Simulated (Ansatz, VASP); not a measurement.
# HfC: VASP beside Ansatz

Contents of INCAR:

```
SYSTEM = HfC
  PREC = Accurate
  ENCUT = 520
  EDIFF = 1E-7
  ISMEAR = -1
  SIGMA = 0.05
  LREAL = .False.
  LASPH = .True.
  NELM = 80
  ALGO = Normal
  ISIF = 2
  LWAVE = .False.
  LCHARG = .False.
  GGA = PE
  NBANDS = 14
```

KPOINTS

```
regular mesh
0
Gamma
  10 10 10
  0 0 0
```

POSCAR

```
HfC
1.0
    0.0000000000      2.2775377028      2.2775377028
    2.2775377028      0.0000000000      2.2775377028
    2.2775377028      2.2775377028      0.0000000000
Hf C
1 1
Direct
    0.5000000000      0.5000000000      0.5000000000
    0.0000000000      0.0000000000      0.0000000000
```

Contents of input.yaml:

```yaml
crystal:
  lattice:
    - [0.0, 2.2775377028, 2.2775377028]
    - [2.2775377028, 0.0, 2.2775377028]
    - [2.2775377028, 2.2775377028, 0.0]
  atoms:
    - { symbol: Hf, position: [0.5, 0.5, 0.5] }
    - { symbol: C, position: [0.0, 0.0, 0.0] }
hamiltonian:
  xc: pbe
  pseudopotentials: { kind: paw }
kpoints:
  mp_grid: { grid: [10, 10, 10] }
scf:
  occupations: { method: fermi_dirac, width: 0.05 }
output:
  forces: true
  stress: true
  eigenvalues: true
  write_density: true
  write_potential: true
  elf: true
  volumetric_format: npy
```

Change from the starting cell: volume scaled by 0.94.

Alike in both runs: task single point; functional PBE; k mesh 10 × 10 × 10; occupations fermi-dirac, width 0.05 eV; no spin polarisation.

|  | VASP | Ansatz |
| --- | --- | --- |
| version | VASP 6.6.1 | Ansatz 0.2.0 |
| potentials or method | VASP PAW PBE potentials, release 64 (Hf_pv, C) | Ansatz PAW |
| plane-wave cutoff (eV) | 520 | 420 |
| valence electrons in the cell | 14 | 30 |

```tsv
	VASP	Ansatz	Ansatz less VASP
gap on the k mesh at the Fermi level (eV)	none	none	-
pressure (GPa)	16.2	16.6	+0.38
```

A gap of «none» marks a metal or a gap that the smearing closes. With one functional, cell and mesh, what is left measures potentials, basis and numerics. The two sets of potentials don't hold the same shells in valence.

Spin-orbit coupling is left out, which matters for the levels of Hf.
